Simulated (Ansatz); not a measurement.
The system is Bi2Te3 (Tellurobismuthite).

```xyz
5
Lattice="2.1930 1.2661 10.1657 -2.1930 1.2661 10.1657 0.0000 -2.5323 10.1657" Properties=species:S:1:pos:R:3 pbc="T T T"
Bi    0.0000    0.0000   18.2982
Bi    0.0000    0.0000   12.1988
Te    0.0000    0.0000   24.1079
Te    0.0000    0.0000    6.3891
Te    0.0000    0.0000    0.0000
```

```yaml
Program: Ansatz 0.2.0
Task: relaxation of cell and atoms
Functional: PBE
Potentials_or_basis: SPMS NC
Cutoff: "680 eV (not typed: the program's choice for these potentials)"
k_mesh: 7 × 7 × 7
Occupations: fermi-dirac, width 0.05 eV
Spin: no spin polarisation
```

At the start: volume 33.87 Å³/atom.

Where does the relaxation end?

It ends after 10 steps and the volume is 36.33 Å³/atom (+7.2 %); space group R-3m (No. 166, to 0.05 Å).

Step by step:
```csv
step,energy change (eV),largest force (eV/Å),volume (Å³)
1,0.0000,0.0215,169.36
2,-0.0270,0.2139,180.99
3,-0.0489,0.0515,177.79
4,-0.0520,0.0214,178.06
5,-0.0530,0.0166,179.24
6,-0.0529,0.0010,179.59
7,-0.0635,0.0012,179.59
8,-0.0641,0.0015,180.93
9,-0.0639,0.0007,181.63
10,-0.0652,0.0007,181.63
```

Final structure:
```
Bi Te
1.0
     2.22803    1.28635   10.56215
    -2.22803    1.28635   10.56215
     0.00000   -2.57271   10.56215
Bi Te
2 3
Cartesian
  0.0000 0.0000 19.0752
  0.0000 0.0000 12.6113
  0.0000 0.0000 24.8942
  0.0000 0.0000 6.7923
  0.0000 0.0000 0.0000
```

Caveat: the plane-wave basis is chosen anew once the cell has moved, so the energies of steps on either side of that aren't comparable.
